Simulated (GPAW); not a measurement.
Ti:

```
Ti
1.0
    -1.64100    1.64100    1.64100
     1.64100   -1.64100    1.64100
     1.64100    1.64100   -1.64100
Ti
1
Direct
  0.00000 0.00000 0.00000
```

This isn't the form of Ti at room conditions, which is hcp.

```yaml
Program: GPAW 26.7.0
Task: single point
Functional: PBE
Potentials_or_basis: GPAW PAW data sets (gpaw-data 1.2.1)
Cutoff: 600 eV
Basis: pw
k_mesh: 11 × 11 × 11
Occupations: fermi-dirac, width 0.05 eV
Spin: no spin polarisation
```

On this cell: pressure -3.0 GPa; band gap on the k mesh none (metal or under the smearing width).

The same run follows on a disturbed copy (cell strained at random at fixed volume):

```
CELL_PARAMETERS angstrom
-1.66514 1.66141 1.59911
1.68039 -1.70507 1.65802
1.60454 1.64447 -1.64278
ATOMIC_POSITIONS crystal
Ti 0.99280 0.00712 0.00682
```

**Question.** What changes?

**Answer.** The energy (extrapolated to zero smearing) moves by +2.7 meV/atom; pressure -3.0 GPa; band gap on the k mesh none (metal or under the smearing width).

Stress tensor (GPa, compression positive):
```
-2.99  1.32 -0.59
 1.32 -2.61  0.99
-0.59  0.99 -3.40
```
